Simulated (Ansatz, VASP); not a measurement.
## Two plane-wave programs on InO5

```
CELL_PARAMETERS angstrom
0.00000 3.07881 3.07881
3.07881 0.00000 3.07881
3.07881 3.07881 0.00000
ATOMIC_POSITIONS crystal
In 0.50000 0.50000 0.50000
O 0.75000 0.75000 0.75000
O 0.12469 0.62593 0.12469
O 0.12469 0.12469 0.12469
O 0.62593 0.12469 0.12469
O 0.12469 0.12469 0.62593
```

Alike in both runs: functional PBE; k mesh 6 × 6 × 6; occupations gaussian, width 0.1 eV; collinear spin.

Ansatz relaxed the structure, and its values are those at the end. VASP's run is a single point on that final structure, the one shown.

```csv
,VASP,Ansatz
version,VASP 6.6.1,Ansatz 0.2.0
potentials or method,"VASP PAW PBE potentials, release 64 (In_d, O)","scalar-relativistic, plane waves, PAW"
plane-wave cutoff (eV),520,420
valence electrons in the cell,43,43
```

```tsv
	VASP	Ansatz	Ansatz less VASP
gap on the k mesh at the Fermi level (eV)	none	none	-
pressure (GPa)	-0.4	-0.3	+0.16
rms of the force components (eV/Å)	0.034	0.031	-0.0026
net moment per atom (μB)	0.49	0.49	0.000
size of the moment on the site where the two differ most (μB)	1.05	1.23	+0.172
```

Site moments also hang on the region over which each program counts them. A gap of «none» marks a metal or a gap that the smearing closes. With one functional, cell and mesh, what is left measures potentials, basis and numerics.
